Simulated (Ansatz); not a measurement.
This script drives the Python package of Ansatz (0.2.0).

Script `lattice_al2o3.py`:
```python
import warnings

import ansatz as az
import numpy as np

def edges_and_angles(cell):
    cell = np.asarray(cell)
    a, b, c = np.linalg.norm(cell, axis=1)
    cosines = cell[1] @ cell[2] / (b * c), cell[0] @ cell[2] / (a * c), cell[0] @ cell[1] / (a * b)
    return (a, b, c, *np.degrees(np.arccos(cosines)))


def main() -> None:
    warnings.simplefilter("ignore", az.DeckWarning)

    structure = (
        az.Lattice.from_parameters(3.017483, 3.017483, 7.574636, alpha=90.0, beta=90.0, gamma=120.0)
        .atom("Al", (0.0, 0.0, 0.277951))
        .atom("Al", (0.0, 0.0, 0.722049))
        .atom("O", (1 / 3, 2 / 3, 0.199454))
        .atom("O", (2 / 3, 1 / 3, 0.800546))
        .atom("O", (0.0, 0.0, 0.5))
    )

    base = (
        structure.calculation()
        .basis(35 * az.Ry)
        .occupations("Fixed")
        .kpoints(mesh=(12, 12, 4))
        .relax(cell=True, max_steps=100)
    )

    levels = [("pbesol", "none"), ("blyp", "d3bj"), ("pbesol", "d3bj")]
    print("level            a       b       c    alpha   beta  gamma  V/atom  steps")
    for name, dispersion in levels:
        seen = []
        run = base.functional(name, dispersion=dispersion).session().plan()
        out = run.execute(on_event=lambda e: seen.append(e) if e["event"] == "relax_step" else None)
        cell = out.lattice.cell_ang
        label = name if dispersion == "none" else f"{name}+{dispersion}"
        print("{:13s} {:7.4f} {:7.4f} {:7.4f} {:6.2f} {:6.2f} {:6.2f}".format(label, *edges_and_angles(cell)), f"{abs(np.linalg.det(cell)) / len(out.lattice.sites):7.3f} {len(seen):5d}")


if __name__ == "__main__":
    main()
```

It is started by `python lattice_al2o3.py`. Estimate its wall time and peak memory on 1 thread of Intel(R) Xeon(R) Processor @ 2.30GHz, on a shared host.

It took about 76 s, with a peak of 0.58 GiB, for 3 runs of the engine.

```console
$ python lattice_al2o3.py
level            a       b       c    alpha   beta  gamma  V/atom  steps
pbesol         2.9886  2.9886  8.0115  90.00  90.00 120.00  12.394    13
blyp+d3bj      2.9975  2.9975  7.2281  90.00  90.00 120.00  11.249     7
pbesol+d3bj    2.9758  2.9758  7.3178  90.00  90.00 120.00  11.224     7
```

From smallest to largest: PBEsol+D3BJ (11.22 Å³ an atom, -6.0 % against the start), BLYP+D3BJ (11.25 Å³ an atom, -5.8 % against the start) and PBEsol (12.39 Å³ an atom, +3.8 % against the start). The spread is 10.4 % in volume.

The structure comes from a database of computed cells and needn't be a stable or known phase.
